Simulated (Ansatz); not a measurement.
Runs of Ansatz 0.2.0 on AlN. It takes space group P6_3mc (No. 186, hexagonal). Conventional cell: a = 3.113 Å, b = 3.113 Å, c = 4.981 Å, α = 90.00°, β = 90.00°, γ = 120.00°. Around Al (site symmetry 3m) lie 4 N at 1.89 Å. Around N (site symmetry 3m) lie 4 Al at 1.89 Å. 

| share of exact exchange | gap on the mesh (eV) | pressure (GPa) | largest force (eV/Å) |
| --- | --- | --- | --- |
| 0.5 | 7.07 | (b) | 0.13 |
| 0.4 | 6.48 | -4.6 | 0.13 |
| 0.25 | (a) | -1.6 | 0.13 |
| 0.3 | 5.89 | -2.6 | 0.13 |

Alike in all rows: task single point; level HSE06 form with a typed share of exact exchange; potentials or basis Ansatz PAW; no spin polarisation; cell as given; k mesh 5 × 5 × 3; cutoff (eV) 420; smearing fermi-dirac 0.05 eV; the mesh is coarse, so values aren't converged.

Question: Estimate the missing entries.

Answer: (a) 5.60; (b) -6.5.

Caveats: all runs use coarse meshes; odd divisions of the mesh miss points on the zone boundary, where band edges often lie, so the gap on the mesh can be too wide; the PAW data sets come from PBE, with cores solved anew for the run's functional, which leaves a small shift of forces and pressure; the thresholds are loose for stress.

